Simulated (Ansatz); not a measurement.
The system is FePt (Tetraferroplatinum).

```
CELL_PARAMETERS angstrom
2.72350 0.00000 0.00000
0.00000 2.72350 0.00000
0.00000 0.00000 3.72000
ATOMIC_POSITIONS crystal
Pt 0.50000 0.50000 0.50000
Fe 0.00000 0.00000 0.00000
```

- Program: Ansatz 0.2.0
- Task: relaxation of cell and atoms
- Functional: revPBE
- Dispersion: D3(BJ)
- Potentials or basis: Ansatz PAW
- Cutoff: 420 eV (not typed: the program's choice for these potentials)
- k mesh: 10 × 10 × 7
- Occupations: fermi-dirac, width 0.05 eV
- Spin: collinear spin, ferromagnetic start
- Starting moments: [0.0, 3.0] μB

At the start: volume 13.80 Å³/atom.

Q: How do energy, volume and symmetry change on relaxing?

A: It ends after 5 steps and the volume is 13.45 Å³/atom (-2.5 %); space group P4/mmm (No. 123, to 0.05 Å); moment 3.25 μB per cell.

The path:
```csv
step,energy change (eV),largest force (eV/Å),volume (Å³)
1,0.0000,0.0000,27.59
2,-0.0099,0.0000,26.59
3,-0.0124,0.0000,26.92
4,-0.0124,0.0000,26.90
5,-0.0120,0.0000,26.90
```

Final structure:
```
CELL_PARAMETERS angstrom
2.69868 0.00000 0.00000
0.00000 2.69868 0.00000
0.00000 0.00000 3.69361
ATOMIC_POSITIONS crystal
Pt 0.50000 0.50000 0.50000
Fe 0.00000 0.00000 0.00000
```

Caveat: the plane-wave basis is chosen anew once the cell has moved, so the energies of steps on either side of that aren't comparable; the PAW data sets come from PBE, with cores solved anew for the run's functional, which leaves a small shift of forces and pressure.
